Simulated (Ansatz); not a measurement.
This script for the Ansatz DFT code, driven from Python starts 5 runs on La₂O₃, space group P-62m. What input does the engine get in each?

`ecut_la2o3.py`:
```python
import ansatz as az
import pandas as pd


def main() -> None:
    structure = (
        az.Lattice.from_parameters(6.26678, 6.26678, 3.299766, alpha=90.0, beta=90.0, gamma=120.0)
        .atom("La", [1 / 3, 2 / 3, 0.5])
        .atom("La", [2 / 3, 1 / 3, 0.5])
        .atom("O", [0.491986, 0.491986, 0.0])
        .atom("O", [0.0, 0.508014, 0.0])
        .atom("O", [0.508014, 0.0, 0.0])
    )

    job = (
        structure.calculation()
        .functional("pbesol", dispersion="d3bj")
        .kpoints(6, 6, 6, center="gamma")
        .occupations("Fixed")
        .band_table()
    )

    rows = []
    for value in [250, 325, 400, 475, 550]:
        report = job.basis(value).run().report
        rows.append((value, report["free_energy_ev"] / len(report["lattice"]["sites"]), report["n_iterations"], report["gap_by_band_count_ev"], report["n_pw"]))

    table = pd.DataFrame(rows, columns=["cutoff (eV)", "F/atom (eV)", "iterations", "gap by band count (eV)", "plane waves"])
    print(table.round(5).to_string(index=False))

    for row in rows[:-1]:
        shift = 1000 * (row[1] - rows[-1][1])
        print(f"{row[0]}: {shift:+.2f} meV/atom" + ("  (within 5 meV)" if abs(shift) < 5 else ""))


if __name__ == "__main__":
    main()
```

Run 1:
```yaml
crystal:
  lattice:
    a: 6.26678
    b: 6.26678
    c: 3.299766
    alpha: 90.0
    beta: 90.0
    gamma: 120.0
  atoms:
    - { symbol: La, position: [0.3333333333333333, 0.6666666666666666, 0.5] }
    - { symbol: La, position: [0.6666666666666666, 0.3333333333333333, 0.5] }
    - { symbol: O, position: [0.491986, 0.491986, 0.0] }
    - { symbol: O, position: [0.0, 0.508014, 0.0] }
    - { symbol: O, position: [0.508014, 0.0, 0.0] }
basis:
  ecutwfc: 250.0
kpoints:
  mp_grid:
    grid: [6, 6, 6]
    shift: [0.0, 0.0, 0.0]
hamiltonian:
  xc: pbesol
  dispersion: d3bj
scf:
  occupations:
    method: fixed
output:
  eigenvalues: true
```

Run 2, against run 1:
```diff
-  ecutwfc: 250.0
+  ecutwfc: 325.0
```

Run 3, against run 1:
```diff
-  ecutwfc: 250.0
+  ecutwfc: 400.0
```

Run 4, against run 1:
```diff
-  ecutwfc: 250.0
+  ecutwfc: 475.0
```

Run 5, against run 1:
```diff
-  ecutwfc: 250.0
+  ecutwfc: 550.0
```

Running `python ecut_la2o3.py` prints:
```text
DeckWarning: basis.ecutwfc = 250 eV is below the records' recommended 420 eV, and the density's cutoff is lower with it unless basis.ecutrho_ratio is high enough to keep the records' density cutoff: compare with a run at a higher cutoff
DeckWarning: basis.ecutwfc = 325 eV is below the records' recommended 420 eV, and the density's cutoff is lower with it unless basis.ecutrho_ratio is high enough to keep the records' density cutoff: compare with a run at a higher cutoff
DeckWarning: basis.ecutwfc = 400 eV is below the records' recommended 420 eV, and the density's cutoff is lower with it unless basis.ecutrho_ratio is high enough to keep the records' density cutoff: compare with a run at a higher cutoff
 cutoff (eV)  F/atom (eV)  iterations  gap by band count (eV)  plane waves
         250  -2801.66708           8                 1.44382          981
         325  -2802.76051           8                 1.44300         1503
         400  -2802.88491           8                 1.46055         2045
         475  -2802.89342           8                 1.45968         2639
         550  -2802.89363           8                 1.45970         3295
250: +1226.55 meV/atom
325: +133.12 meV/atom
400: +8.73 meV/atom
475: +0.22 meV/atom  (within 5 meV)
```
(Warnings from the package without file and line.)

From 475 eV on it stays within 5 meV an atom of the value at 550 eV; the first row (250 eV) is off by 1226.6 meV and the last but one by 0.22 meV. The energy falls steadily, as expected when plane waves are added. The last run costs about 2.6 times the first.

What to keep in mind:
- Semilocal gaps usually lie well under measured ones.
- Semilocal functionals put the empty 4f levels of La too low, which can move the conduction edge.
- The structure comes from a database of computed cells and needn't be a stable or known phase.
- Levels are Kohn-Sham eigenvalues on this mesh, without spin-orbit coupling.
- Shifts are counted from the last row, which is itself no proven limit.
- It ran for 49 s on 1 thread of Arm Neoverse V1, on a shared host, peak memory 0.5 GiB.
